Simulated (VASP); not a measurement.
# As (Cmce) in VASP: single point with PBE

Aim: the single point of As with PBE.

Program: VASP 6.6.1. These are calculated values, not measurements. Logs are shortened: lines on timing, memory, paths and dates and some standing lists are left out, and cuts for length are marked.

## Step 1: The structure

It takes space group Cmce (No. 64, orthorhombic). The conventional cell has a = 3.650 Å, b = 11.000 Å, c = 4.470 Å, α = 90.00°, β = 90.00°, γ = 90.00°. As (site symmetry m) is surrounded by 3 As at 2.48 to 2.49 Å.

This isn't the form of As at room conditions, which is rhombohedral.

## Step 2: Single point, PBE

INCAR

```
  PREC = Accurate
  ENCUT = 520
  EDIFF = 1E-6
  ISMEAR = -1
  SIGMA = 0.05
  LREAL = False
  LASPH = True
  NELM = 100
  ALGO = Fast
  ISIF = 2
  LWAVE = False
  LCHARG = False
  GGA = PE
  NBANDS = 18
```

KPOINTS

```
Automatic mesh
0
Gamma
  10 10 8
```

POSCAR

```
As
1.0
    1.8250000000     -5.5000000000      0.0000000000
    1.8250000000      5.5000000000      0.0000000000
    0.0000000000      0.0000000000      4.4700000000
As
4
Direct
    0.1100000000      0.8900000000      0.9400000000
    0.6100000000      0.3900000000      0.5600000000
    0.8900000000      0.1100000000      0.0600000000
    0.3900000000      0.6100000000      0.4400000000
```

Potentials or basis: VASP PAW PBE potentials, release 64 (As).

Started as:

```sh
cat potpaw_PBE.64/As/POTCAR > POTCAR
mpirun -np 1 vasp_std > vasp.out
```

OUTCAR:

```text
PREC = Accurate
   ENCUT = 520
   EDIFF = 1E-6
   ISMEAR = -1
   LREAL = False
   LASPH = True
   NELM = 100
   ISIF = 2
   GGA = PE

 ion  position               nearest neighbor table
   1  0.110  0.890  0.940-   3 2.48   2 2.49   2 2.49
   2  0.610  0.390  0.560-   4 2.48   1 2.49   1 2.49
   3  0.890  0.110  0.060-   1 2.48   4 2.49   4 2.49
   4  0.390  0.610  0.440-   2 2.48   3 2.49   3 2.49

  LATTYP: Found a base centered orthorhombic cell.
 ALAT       =     3.6500000000
 B/A-ratio  =     3.0136986301
 C/A-ratio  =     1.2246575342

  Lattice vectors:

 A1 = (   1.8250000000,  -5.5000000000,   0.0000000000)
 A2 = (   1.8250000000,   5.5000000000,   0.0000000000)
 A3 = (   0.0000000000,   0.0000000000,   4.4700000000)

Analysis of symmetry for initial positions (statically):
=====================================================================
 Subroutine PRICEL returns:
 Original cell was already a primitive cell.

 Routine SETGRP: Setting up the symmetry group for a
 base centered orthorhombic supercell.

 Subroutine GETGRP returns: Found  8 space group operations
 (whereof  4 operations were pure point group operations)
 out of a pool of  8 trial point group operations.

The static configuration has the point symmetry C_2h.
 The point group associated with its full space group is D_2h.

Analysis of symmetry for dynamics (positions and initial velocities):
=====================================================================
 Subroutine PRICEL returns:
 Original cell was already a primitive cell.

 Routine SETGRP: Setting up the symmetry group for a
 base centered orthorhombic supercell.

 Subroutine GETGRP returns: Found  8 space group operations
 (whereof  4 operations were pure point group operations)
 out of a pool of  8 trial point group operations.

The dynamic configuration has the point symmetry C_2h.
 The point group associated with its full space group is D_2h.

 Subroutine INISYM returns: Found  8 space group operations
 (whereof  4 operations are pure point group operations),
 and found     1 'primitive' translations

----------------------------------------------------------------------------------------

                                     Primitive cell

  volume of cell :      89.7353

  direct lattice vectors                    reciprocal lattice vectors
     1.825000000 -5.500000000  0.000000000     0.273972603 -0.090909091  0.000000000
     1.825000000  5.500000000  0.000000000     0.273972603  0.090909091  0.000000000
     0.000000000  0.000000000  4.470000000     0.000000000  0.000000000  0.223713647

  length of vectors
     5.794879205  5.794879205  4.470000000     0.288661480  0.288661480  0.223713647

  position of ions in fractional coordinates (direct lattice)
     0.110000000  0.890000000  0.940000000
     0.610000000  0.390000000  0.560000000
     0.890000000  0.110000000  0.060000000
     0.390000000  0.610000000  0.440000000

  ion indices of the primitive-cell ions
   primitive index   ion index
                 1           1
                 2           2
                 3           3
                 4           4

----------------------------------------------------------------------------------------

 KPOINTS: Automatic mesh

Automatic generation of k-mesh.
 Grid dimensions read from file:
 generate k-points for:   10   10    8

 Generating k-lattice:

  Cartesian coordinates                     Fractional coordinates (reciprocal lattice)
     0.027397260 -0.009090909  0.000000000     0.100000000 -0.000000000  0.000000000
     0.027397260  0.009090909  0.000000000    -0.000000000  0.100000000  0.000000000
     0.000000000  0.000000000  0.027964206     0.000000000  0.000000000  0.125000000

  Length of vectors
     0.028866148  0.028866148  0.027964206

  Shift w.r.t. Gamma in fractional coordinates (k-lattice)
     0.000000000  0.000000000  0.000000000

 Subroutine IBZKPT returns following result:
 ===========================================

 Found    155 irreducible k-points:

 Following reciprocal coordinates:
            Coordinates               Weight
  0.000000  0.000000  0.000000      1.000000
  0.100000  0.000000  0.000000      4.000000
  0.200000  0.000000  0.000000      4.000000
  0.300000  0.000000  0.000000      4.000000
  0.400000 -0.000000  0.000000      4.000000
  0.500000  0.000000  0.000000      2.000000
[... 16 lines left out ...]
  0.300000  0.300000  0.000000      2.000000
  0.400000  0.300000  0.000000      4.000000
 [... further k-points ...]
   k-points           NKPTS =    155   k-points in BZ     NKDIM =    155   number of bands    NBANDS=     18
   number of dos      NEDOS =    301   number of ions     NIONS =      4
   total plane-waves  NPLWV =  82944
   dimension x,y,z NGX =    48 NGY =   48 NGZ =   36
   dimension x,y,z NGXF=    96 NGYF=   96 NGZF=   72
   ions per type =               4
   NGX,Y,Z   is equivalent  to a cutoff of  13.77, 13.77, 13.39 a.u.
   NGXF,Y,Z  is equivalent  to a cutoff of  27.54, 27.54, 26.78 a.u.
 SYSTEM =  unknown system
   PREC   = accura    normal or accurate (medium, high low for compatibility)
   ISTART =      0    job   : 0-new  1-cont  2-samecut
   ICHARG =      2    charge: 1-file 2-atom 10-const
   ISPIN  =      1    spin polarized calculation?
   LNONCOLLINEAR =      F non collinear calculations
   LSORBIT =      F    spin-orbit coupling
   LASPH  =      T    aspherical Exc in radial PAW
   ENCUT  =  520.0 eV  38.22 Ry    6.18 a.u.  10.77 10.77  8.31*2*pi/ulx,y,z
   NELM   =    100;   NELMIN=  2; NELMDL= -5     # of ELM steps
   EDIFF  = 0.1E-05   stopping-criterion for ELM
   LREAL  =      F    real-space projection
   EDIFFG = 0.1E-04   stopping-criterion for IOM
   NSW    =      0    number of steps for IOM
   IBRION =     -1    ionic relax: 0-MD 1-quasi-New 2-CG
   NFREE  =      0    steps in history (QN), initial steepest desc. (CG)
   ISIF   =      2    stress and relaxation
   ISYM   =      2    0-nonsym 1-usesym 2-fastsym
   POTIM  = 0.5000    time-step for ionic-motion
   TEBEG  =    0.0;   TEEND  =   0.0 temperature during run
   PSTRESS=    0.0 pullay stress
   NELECT =      20.0000    total number of electrons
   NUPDOWN=      -1.0000    fix difference up-down
   EMIN   =  10.00;   EMAX   =-10.00  energy-range for DOS
   EFERMI =   0.00;   METHOD = LEGACY
   ISMEAR =    -1;   SIGMA  =   0.05  broadening in eV -4-tet -1-fermi 0-gaus
   EFERMI_NEDOS =   21; number of points for ismear=-14 and -15
   IALGO  =     68    algorithm
   IMIX   =      4    mixing-type and parameters
     AMIX     =   0.40;   BMIX     =  1.00
     AMIX_MAG =   1.60;   BMIX_MAG =  1.00
  volume/ion in A,a.u.               =      22.43       151.39
  Fermi-wavevector in a.u.,A,eV,Ry     =   0.992576  1.875697 13.404559  0.985207
  Thomas-Fermi vector in A             =   2.124398
   LORBIT       =      0    0 simple, 1 ext, 2 COOP (PROOUT), +10 PAW based schemes
   GGA     = PE    functional components
   LHFCALC =     F    Hartree Fock is set to
   AEXX    =    0.0000 exact exchange contribution
   IVDW    =     0    specifies the selected vdW correction
   LEPSILON=     F    determine dielectric tensor
   LRPA    =     F    only Hartree local field effects (RPA)
 non-spin polarized calculation
 RMM-DIIS sequential band-by-band and
  energy-cutoff  :      520.00
  volume of cell :       89.74
 maximum number of plane-waves:      2436
 NGX is ok and might be reduce to    48
   NGX = 21   NGY = 21   NGZ = 17

 number of electron      20.0000001 magnetization

 Free energy of the ion-electron system (eV)
  ---------------------------------------------------
  ext. energy  EPLUGINS =         0.00000000
  ---------------------------------------------------
  free energy    TOTEN  =       -18.54446790 eV

  energy without entropy =      -18.54157449  energy(sigma->0) =      -18.54302120

 E-fermi :   4.8577     XC(G=0):  -9.7541

 val. band max:        4.8371442402   @ k =   0.4000   0.4000   0.0000
 cond. band min:       4.9427088958   @ k =   0.5000   0.5000   0.0000
 fundamental gap:      0.1055646556
 Fermi energy:         4.8576950092

 k-point     1 :       0.0000    0.0000    0.0000
  band No.  band energies     occupation
      1      -9.9731      2.00000
      2      -7.2033      2.00000
      3      -4.5775      2.00000
      4      -1.2387      2.00000
      5      -1.1992      2.00000
      6       0.5063      2.00000
[... 10 lines left out ...]
     17      11.8793      0.00000
     18      12.0305      0.00000

 k-point     2 :       0.1000    0.0000    0.0000
  band No.  band energies     occupation
      1      -9.8675      2.00000
      2      -7.1202      2.00000
      3      -4.6895      2.00000
      4      -1.4902      2.00000
      5      -1.1167      2.00000
      6       0.6142      2.00000
[... 10 lines left out ...]
     17      11.0938      0.00000
     18      11.8514      0.00000

 k-point     3 :       0.2000    0.0000    0.0000
  band No.  band energies     occupation
      1      -9.5534      2.00000
      2      -6.8705      2.00000
      3      -5.0633      2.00000
      4      -2.2577      2.00000
      5      -0.7577      2.00000
      6       0.8904      2.00000
[... 10 lines left out ...]
     17      10.4472      0.00000
     18      11.7550      0.00000

 k-point     4 :       0.3000    0.0000    0.0000
  band No.  band energies     occupation
      1      -9.0399      2.00000
      2      -6.4528      2.00000
      3      -5.7293      2.00000
      4      -3.2434      2.00000
      5      -0.1875      2.00000
      6       0.6943      2.00000
[... 375 lines left out ...]
      4      -1.3923      2.00000
      5      -0.8498      2.00000
      6       0.7371      2.00000
[... 10 lines left out ...]
     17      10.8421      0.00000
     18      12.2129      0.00000

 k-point    23 :       0.3000    0.3000    0.0000
  band No.  band energies     occupation
      1      -8.1319      2.00000
      2      -6.7270      2.00000
      3      -6.3456      2.00000
      4      -3.8535      2.00000
      5       0.6801      2.00000
      6       1.3859      2.00000
[... 10 lines left out ...]
     17      12.4159      0.00000
     18      12.4979      0.00000

 k-point    24 :       0.4000    0.3000    0.0000
  band No.  band energies     occupation
      1      -8.7813      2.00000
      2      -7.0342      2.00000
      3      -5.8199      2.00000
      4      -2.9503      2.00000
      5       0.5841      2.00000
      6       0.9290      2.00000
[... 10 lines left out ...]
     17      11.6348      0.00000
     18      12.1814      0.00000

 [... further k-points ...]

------------------------ aborting loop because EDIFF is reached ----------------------------------------

  FORCE on cell =-STRESS in cart. coord.  units (eV):
  Direction    XX          YY          ZZ          XY          YZ          ZX
  --------------------------------------------------------------------------------------
  -------------------------------------------------------------------------------------
  Total        2.3142744      1.8221054      1.4093427      0.0000000     -0.0000000      0.0000000
  in kB       41.3201946     32.5327665     25.1630984      0.0000000     -0.0000000      0.0000000
  external PRESSURE =      33.0053532 kB  Pullay stress =       0.0000000 kB

 VOLUME and BASIS-vectors are now :
 -----------------------------------------------------------------------------
  energy-cutoff  :      520.00
  volume of cell :       89.74
      direct lattice vectors                 reciprocal lattice vectors
     1.825000000 -5.500000000  0.000000000     0.273972603 -0.090909091  0.000000000
     1.825000000  5.500000000  0.000000000     0.273972603  0.090909091  0.000000000
     0.000000000  0.000000000  4.470000000     0.000000000  0.000000000  0.223713647

 POSITION                                       TOTAL-FORCE (eV/Angst)
 -----------------------------------------------------------------------------------
      1.82500      4.29000      4.20180         0.000000     -0.167845     -0.004656
      1.82500     -1.21000      2.50320         0.000000     -0.167845      0.004656
      1.82500     -4.29000      0.26820         0.000000      0.167845      0.004656
      1.82500      1.21000      1.96680         0.000000      0.167845     -0.004656
 -----------------------------------------------------------------------------------
    total drift:                                0.000000      0.000000     -0.000000

  FREE ENERGIE OF THE ION-ELECTRON SYSTEM (eV)
  ---------------------------------------------------
  free  energy   TOTEN  =       -18.5444679042 eV

  energy  without entropy=      -18.5415744887  energy(sigma->0) =      -18.54302120
```

Run time: 3.7 min. Hardware: 1 thread of Intel Xeon Platinum 8259CL at 2.50GHz (Skylake/Cascade Lake), shared host; peak memory 0.39 GiB.

Results:

```yaml
Free_energy: -18.5445 eV
Pressure: 3.3 GPa
Largest_force: 0.168 eV/Å
Band_gap_on_the_k_mesh: none (metal or under the smearing width)
```

Forces in eV/Å, atoms in the order of the input:
```
As   0.000 -0.168 -0.005
As   0.000 -0.168  0.005
As   0.000  0.168  0.005
As   0.000  0.168 -0.005
```

Levels at points of the mesh, in eV from the Fermi level:
```
           k point  band 6  band 7  band 8  band 9  band 10  band 11  band 12  band 13  band 14  band 15
(0.00, 0.00, 0.00)   -4.35   -3.07   -2.28   -1.91    -1.10     1.92     2.00     2.47     3.35     4.79
(0.50, 0.00, 0.00)   -3.84   -2.56   -2.56   -2.40    -2.40     0.82     0.82     1.01     1.01     3.19
(0.50, 0.50, 0.00)   -4.49   -3.43   -1.71   -1.31    -0.37     0.09     1.92     2.36     2.98     4.80
(0.00, 0.00, 0.50)   -4.36   -2.03   -2.03   -0.64    -0.64     1.00     1.00     2.04     2.04     4.98
(0.50, 0.00, 0.50)   -5.49   -4.68   -4.68   -1.87    -1.87     1.96     1.96     4.58     4.58     6.34
(0.50, 0.50, 0.50)   -2.14   -1.94   -1.94   -1.14    -1.14     1.44     1.44     1.74     1.74     2.56
```
